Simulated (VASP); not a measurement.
# Sb: restarted molecular dynamics, 2 variants

Sb, Pm-3m (no. 221), 16 atoms in the cell. PBE, molecular dynamics; PAW potentials Sb (PBE set).

| Restart from | Temperature at the end (K) | The same without a restart (K) | Potential energy at the end (eV/atom) | The same without a restart (eV/atom) | Electronic steps in the first step after the restart | Time (s) |
|---|---|---|---|---|---|---|
| CONTCAR with velocities, WAVECAR read | 543.0 | 543.0 | -4.22883 | -4.22883 | 5 | 673 |
| CONTCAR with velocities, no WAVECAR | 543.0 | 543.0 | -4.22883 | -4.22883 | 13 | 625 |

Limits: 240 fs of 16 atoms are too short for converged averages.

## Input of the first row

INCAR.step1:
```
GGA = PE ; PREC = Normal
ENCUT = 200 ; EDIFF = 1E-6
NELMIN = 4 ; NELM = 60
ALGO = Fast ; LREAL = Auto
LASPH = T ; ISMEAR = -1
SIGMA = 0.05 ; ISYM = 0
LWAVE = T ; LCHARG = F
IBRION = 0 ; NSW = 30
POTIM = 4.0 ; TEBEG = 600
ISIF = 2 ; RANDOM_SEED = 24442 0 0
MDALGO = 2 ; SMASS = 0
KPAR = 2
```

INCAR.step2, as INCAR.step1 but for:
```
- LWAVE = T
+ LWAVE = F
```

KPOINTS:
```
k-points
0
Monkhorst-Pack
  2 2 1
```

POSCAR.step1:
```
Sb
1.0
    6.3200000000      0.0000000000      0.0000000000
    0.0000000000      6.3200000000      0.0000000000
    0.0000000000      0.0000000000     12.6400000000
Sb
16
Direct
    0.0000000000      0.0000000000      0.0000000000
    0.0000000000      0.0000000000      0.2500000000
    0.0000000000      0.0000000000      0.5000000000
    0.0000000000      0.0000000000      0.7500000000
    0.0000000000      0.5000000000      0.0000000000
    0.0000000000      0.5000000000      0.2500000000
    0.0000000000      0.5000000000      0.5000000000
    0.0000000000      0.5000000000      0.7500000000
    0.5000000000      0.0000000000      0.0000000000
    0.5000000000      0.0000000000      0.2500000000
    0.5000000000      0.0000000000      0.5000000000
    0.5000000000      0.0000000000      0.7500000000
    0.5000000000      0.5000000000      0.0000000000
    0.5000000000      0.5000000000      0.2500000000
    0.5000000000      0.5000000000      0.5000000000
    0.5000000000      0.5000000000      0.7500000000
```

Commands (each step's output is kept before the next begins):
```
cat potpaw_PBE.64/Sb/POTCAR > POTCAR
cp INCAR.step1 INCAR
cp POSCAR.step1 POSCAR
mpirun -np 2 vasp_std > vasp.out
cp CONTCAR POSCAR
cp INCAR.step2 INCAR
mpirun -np 2 vasp_std > vasp.out
```

Changes of the last row against the first:
```
(step 1)
- LWAVE = True
+ LWAVE = False
```

VASP 6.6.1 took 673 s on 2 cores (Intel Xeon Platinum 8259CL @ 2.50GHz (Skylake/Cascade Lake)), a shared host.
